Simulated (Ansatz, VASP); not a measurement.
**Ge in VASP and in Ansatz**

```
CELL_PARAMETERS angstrom
1.42031 -2.54445 0.01815
1.36844 2.51658 0.01965
0.03650 0.00078 2.66903
ATOMIC_POSITIONS crystal
Ge 0.50000 0.50000 0.00000
```

This isn't the form of Ge at room conditions, which is diamond.

Alike in both runs: task single point; functional r2SCAN; k mesh 8 × 8 × 7; occupations methfessel-paxton of order 1, width 0.1 eV; no spin polarisation.

```csv
,VASP,Ansatz
version,VASP 6.6.1,Ansatz 0.2.0
potentials or method,"VASP PAW PBE potentials, release 64 (Ge_d)","plane waves, PAW"
plane-wave cutoff (eV),520,650
valence electrons in the cell,14,14
```

```tsv
	VASP	Ansatz	Ansatz less VASP
pressure (GPa)	-0.9	-0.6	+0.28
largest component of the traceless stress (GPa)	1.84	1.85	+0.018
```

The functional is the same, so the differences come from potentials, cutoffs and numerics. Ansatz warned: «stress_scf_threshold_loose».

Caveats: the PAW data sets were made with another functional, which shifts forces and pressure a little (VASP).
